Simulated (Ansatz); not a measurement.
Runs of Ansatz 0.2.0 on MnS. Symmetry: R-3m, No. 166, trigonal system. The conventional cell has a = 3.660 Å, b = 3.660 Å, c = 8.913 Å, α = 90.00°, β = 90.00°, γ = 120.00°. Mn (site symmetry -3m) is surrounded by 6 S at 2.58 Å. S (site symmetry -3m) has 6 Mn at 2.58 Å as nearest neighbours. The cell is a database's computed one.

```csv
level,U,hubbard projectors,double counting,gap on the mesh (eV),pressure (GPa),moment (μB)
PBEsol+U,Mn d U = 2 eV,ortho-atomic (the default),fll (the default),1.67,-1.7,0.00
PBEsol+U,Mn d U = 4 eV,ortho-atomic (the default),fll (the default),2.30,1.5,0.00
PBEsol+U,Mn d U = 5 eV,ortho-atomic (the default),fll (the default),2.35,3.0,0.00
PBEsol+U,Mn d U = 3 eV,ortho-atomic (the default),fll (the default),2.08,0.0,0.00
PBEsol,-,-,-,(b),(a),0.00
PBEsol+U,Mn d U = 6 eV,ortho-atomic (the default),fll (the default),2.38,4.3,0.00
```

Alike in all rows: task single point; potentials or basis Ansatz PAW; spin collinear, antiferromagnetic start; cell another cell of the same crystal, with 4 atoms; k mesh 9 × 9 × 9; cutoff (eV) 420; smearing fermi-dirac 0.05 eV.

Q: Estimate the missing entries.

A: (a) -5.8; (b) 0.72.

Caveats: odd divisions of the mesh miss points on the zone boundary, where band edges often lie, so the gap on the mesh can be too wide; the PAW data sets come from PBE, with cores solved anew for the run's functional, which leaves a small shift of forces and pressure; the magnetic or orbital state may not be the lowest (some runs).

A k mesh can miss the band edges.

Not every run made on this cell is shown here.
